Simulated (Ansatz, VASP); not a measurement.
KTaO3: VASP beside Ansatz

```
K Ta O
1.0
     3.87043    0.00000    0.00000
     0.00000    3.87043    0.00000
     0.00000    0.00000    3.87043
K Ta O
1 1 3
Direct
  0.00000 0.00000 0.00000
  0.50000 0.50000 0.50000
  0.50000 0.50000 0.00000
  0.50000 0.00000 0.50000
  0.00000 0.50000 0.50000
```

Change from the starting cell: hydrostatic strain -3.0%.

Alike in both runs: task single point; functional r2SCAN; k mesh 6 × 6 × 6; no spin polarisation.

|  | VASP | Ansatz |
| --- | --- | --- |
| version | VASP 6.6.1 | Ansatz 0.2.0 |
| potentials or method | VASP PAW PBE potentials, release 64 (K_sv, Ta_pv, O) | plane waves, PAW |
| plane-wave cutoff (eV) | 520 | 500 |
| occupations | gaussian, width 0.01 eV | fixed |
| valence electrons in the cell | 38 | 40 |

|  | VASP | Ansatz | Ansatz less VASP |
| --- | --- | --- | --- |
| gap on the k mesh at the Fermi level (eV) | 2.82 | 2.85 | +0.038 |
| pressure (GPa) | 24.9 | 23.4 | -1.50 |

The two sets of potentials don't hold the same shells in valence.

Caveats: so large a pressure means that the cell lies far from this level's equilibrium, or that cutoff or potentials fall short (VASP); the potentials were made for another functional, which shifts forces and pressure (VASP); spin-orbit coupling is left out, which moves the levels of the heavy elements. A k mesh can miss the band edges.
